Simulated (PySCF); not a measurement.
Löwdin shares of the frontier orbitals

Compound: trifluoromethane, CHF3.
Geometry (GFN2-xTB, Å), atoms numbered from 1 in this order:
```xyz
5
CHF3 angstrom
F     -0.9019   -0.8162   -0.4812
C      0.0049   -0.0076    0.0543
F      1.1776   -0.2566   -0.5163
F     -0.3370    1.2458   -0.2195
H      0.0650   -0.1626    1.1456
```

Method: TDDFT CAM-B3LYP/def2-SVPD, vertical, gas phase, core orbitals frozen in the response (PySCF 2.14.0, density-fitted response routines).

Frontier orbitals with the atoms that hold most of them (Löwdin shares over 4%, at most four atoms; ? is withheld):

| orbital | ε (eV) | atoms |
| --- | --- | --- |
| LUMO+2 | 2.73 | F3 36%, F1 24%, F4 19%, H5 15% |
| LUMO+1 | 2.54 | F4 23%, F3 23%, F1 23%, H5 20% |
| LUMO | ? | C2 51%, H5 22%, F4 9%, F3 9% |
| HOMO | -13.08 | ? |
| HOMO-1 | -13.71 | ? |
| HOMO-2 | -14.35 | F1 47%, F3 34%, F4 14% |
| HOMO-3 | -14.35 | F4 50%, F3 29%, F1 16% |

Task: Give the leading atoms of the HOMO-1.

Result: F1 (bonded to C) 33%; F3 (bonded to C) 33%; F4 (bonded to C) 33%.

Task: Which atoms hold the HOMO, and with what shares?

Result: F1 (bonded to C) 21%; F4 (bonded to C) 21%; F3 (bonded to C) 21%; C2 (bonded to 3 F and H) 20%. By element: fluorine 62%, carbon 20%.

Task: What is the LUMO energy, and the HOMO–LUMO gap?

Result: ε(LUMO) = 1.31 eV; the gap is 14.39 eV (0.5289 hartree).

Within 0.005 eV of a neighbour in this list lie HOMO-3/HOMO-2 (point group found: C3v); within a degenerate set the shares of single atoms can hang on how the components are chosen.

Task: How does S1 compare with the orbital gap of 14.39 eV?

Result: S1 is at 10.99 eV (f = 0.023), 3.40 eV below the gap, made of HOMO→LUMO (96%). Without the coupling terms of the response equations the lowest excitation would equal the gap.

Task: Give energy, strength and leading configuration of S1, S2 and S5, and follow the Löwdin shares of the leading atoms from the occupied to the empty orbital.

Result: 
- S1 (10.99 eV, f 0.023), HOMO→LUMO (96%): F1 21% → at most 10%, F4 21% → 9%, C2 20% → 51%, H5 at most 18% → 22%
- S2 (11.63 eV, f 0.0000), HOMO-1→LUMO (96%): F1 33% → at most 10%, F3 33% → 9%, C2 at most 1% → 51%, H5 at most 1% → 22%
- S5 (12.37 eV, f 0.254), HOMO→LUMO+1 (95%): F1 21% → 23%, F4 21% → 23%, F3 21% → 23%

Orbitals of the list HOMO-3 to LUMO+2 that lie within 0.01 eV of each other are written together with a slash and their weights summed (≥ marks a lower bound); for degenerate orbitals outside that list single weights are arbitrary.
